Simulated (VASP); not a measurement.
Wanted: the native input for a VASP 6.6.1 run.

```
Task                   : relaxation of cell and atoms
Functional             : PBE
Potentials or basis    : VASP PAW PBE potentials, release 64 (Al, N)
Cutoff                 : 520 eV
k mesh                 : 9 × 9 × 4
Occupations            : gaussian, width 0.02 eV
Spin                   : no spin polarisation
Further INCAR settings : ALGO = Normal; EDIFF = 1e-07; IBRION = 2; EDIFFG = -0.002; NSW = 80; ISIF = 3
```

The structure of AlN lies in POSCAR:

```
AlN                                     
1.0
    3.1285769991      0.0000000000     -0.0000000000
   -1.5642884995      2.7094271569      0.0000000000
   -0.0000000000      0.0000000000      5.0164037882
  Al              N             
     2     2
Direct
     0.3333333300000021    0.6666666699999979    0.9992567876106991
     0.6666666699999979    0.3333333300000021    0.4992567876106990
     0.3333333300000021    0.6666666699999979    0.3807432123893036
     0.6666666699999979    0.3333333300000021    0.8807432123893034
```

These files were run (other wordings do the same):

INCAR

```
ALGO = Normal
EDIFF = 1E-7
EDIFFG = -0.002
ENCUT = 520
GGA = PE
IBRION = 2
ISIF = 3
ISMEAR = 0
KPAR = 4
LASPH = T
LCHARG = F
LREAL = F
LWAVE = F
NELM = 100
NSW = 80
PREC = Accurate
SIGMA = 0.02
```

KPOINTS

```
k-points
0
Gamma
  9 9 4
```

Potentials or basis: VASP PAW PBE potentials, release 64 (Al, N).

Launch:

```console
$ cat potpaw_PBE.64/Al/POTCAR potpaw_PBE.64/N/POTCAR > POTCAR
$ mpirun -np 4 vasp_std > vasp.out
```

It gave:

- Pressure after relaxing: 0.0 GPa
- Band gap on the k mesh: 4.06 eV, direct

Caveat: the relaxation stopped at its first step, so nothing moved.

Run time: 5.3 s on 4 MPI ranks on Intel(R) Xeon(R) Platinum 8259CL CPU @ 2.50GHz (Skylake/Cascade Lake), with other jobs on the host, peak memory 0.15 GiB a rank.
